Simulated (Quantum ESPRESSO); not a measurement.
BN under changes of volume

One of the cells (5.959 Å³/atom); the others are scaled copies at fixed shape and fractional positions:

```xyz
2
Lattice="0.0000 1.8130 1.8130 1.8130 0.0000 1.8130 1.8130 1.8130 0.0000" Properties=species:S:1:pos:R:3 pbc="T T T"
N     0.9065    0.9065    0.9065
B     0.0000    0.0000    0.0000
```

The cell is a database's computed one.

| Property | Result |
| --- | --- |
| Program | Quantum ESPRESSO 7.5 |
| Functional | PBEsol |
| Potentials or basis | PseudoDojo 0.4.1 SR PBEsol standard |
| Cutoff | 1143 eV |
| Density cutoff | 4572 eV |
| k mesh | 13 × 13 × 13 |
| Occupations | fermi-dirac, width 0.05 eV |
| Spin | no spin polarisation |

```csv
volume (Å³/atom),energy over the lowest point (meV/atom),pressure (GPa),gap on the mesh (eV)
5.602,?,?,?
5.721,4.47,10.3,4.46
5.840,0.00,1.9,4.43
5.959,1.49,-5.8,4.41
6.078,8.40,-12.7,4.38
6.198,20.24,-19.0,4.35
6.317,36.57,-24.8,4.33
```

Problem. What does the run at 5.602 Å³/atom give?

Solution. Energy over the lowest point 15.48 meV/atom; pressure 19.5 GPa; gap on the mesh 4.48 eV.

Worked out: A Birch-Murnaghan fit of order 3 (a polynomial in V^(-2/3)) to the other rows has its minimum at 5.87 Å³/atom with B0 = V·E''(V) = 385 GPa and B' = 3.7. It gives 15.44 meV/atom at 5.602 Å³/atom, against the run's 15.48, and -dE/dV = 19.5 GPa, against 19.5. A straight line through the other rows of the gap, of slope -1.33 eV per unit of ln V, extrapolates to 4.49 eV, against the run's 4.48.

Energies are extrapolated to zero smearing.

Caveats: an odd mesh through Γ misses points on the zone boundary, where band edges often lie.
